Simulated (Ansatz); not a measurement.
Ir:

```
Ir
1.0
     2.75138    0.00000    0.00000
    -1.37569    2.38276    0.00000
     0.00000    0.00000    4.46229
Ir
2
Direct
  0.66935 0.33687 0.74830
  0.33065 0.66313 0.25170
```

This isn't the form of Ir at room conditions, which is fcc.

The cell isn't the ideal one: all atoms moved at random, sigma 0.02 Å a component.

* Program: Ansatz 0.2.0
* Task: relaxation of cell and atoms
* Functional: LDA
* Potentials or basis: Ansatz PAW
* Cutoff: 420 eV (not typed: the program's choice for these potentials)
* k mesh: 11 × 11 × 6
* Occupations: fermi-dirac, width 0.05 eV
* Spin: no spin polarisation

At the start: volume 14.63 Å³/atom.

Where does the relaxation end?

It ends after 5 steps and the volume is 13.91 Å³/atom (-4.9 %); space group P6_3/mmc (No. 194, to 0.05 Å).

Step by step:
```tsv
step	energy change (eV)	largest force (eV/Å)	volume (Å³)
1	0.0000	0.1598	29.25
2	-0.0827	0.0828	28.08
3	-0.0863	0.0006	27.82
4	-0.0863	0.0000	27.81
5	-0.0859	0.0000	27.81
```

Final structure:
```
Ir
1.0
     2.70592    0.00000   -0.00002
    -1.35296    2.34337   -0.00004
    -0.00002   -0.00009    4.38638
Ir
2
Direct
  0.66667 0.33333 0.75000
  0.33333 0.66667 0.25000
```

Caveat: the plane-wave basis is chosen anew once the cell has moved, so the energies of steps on either side of that aren't comparable; the PAW data sets come from PBE, with cores solved anew for the run's functional, which leaves a small shift of forces and pressure.
